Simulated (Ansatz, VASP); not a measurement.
# One calculation of Te2Mo, two programs

```
Te Mo
1.0
     3.52000    0.00000    0.00000
    -1.76000    3.04841    0.00000
     0.00000    0.00000   21.62000
Te Mo
2 1
Direct
  0.66667 0.33333 0.41628
  0.66667 0.33333 0.58372
  0.33333 0.66667 0.50000
```

Alike in both runs: task relaxation of the atoms; functional PBE; dispersion D3(BJ); k mesh 12 × 12 × 1; occupations gaussian, width 0.02 eV; no spin polarisation.

|  | VASP | Ansatz |
| --- | --- | --- |
| version | VASP 6.6.1 | Ansatz 0.2.0 |
| potentials or method | VASP PAW PBE potentials, release 64 (Te, Mo_sv) | scalar-relativistic, plane waves, PAW |
| plane-wave cutoff (eV) | 520 | 420 |
| valence electrons in the cell | 26 | 46 |

|  | VASP | Ansatz | Ansatz less VASP |
| --- | --- | --- | --- |
| gap on the k mesh at the Fermi level, each at its own relaxed structure (eV) | 1.15 | 1.15 | 0.000 |

The two sets of potentials don't hold the same shells in valence. Ansatz warned: «slab_cell_height_set».

Caveats: spin-orbit coupling is left out, which moves the levels of the heavy elements. Expect the measured gap to be larger: semilocal functionals such as PBE lack the derivative discontinuity.
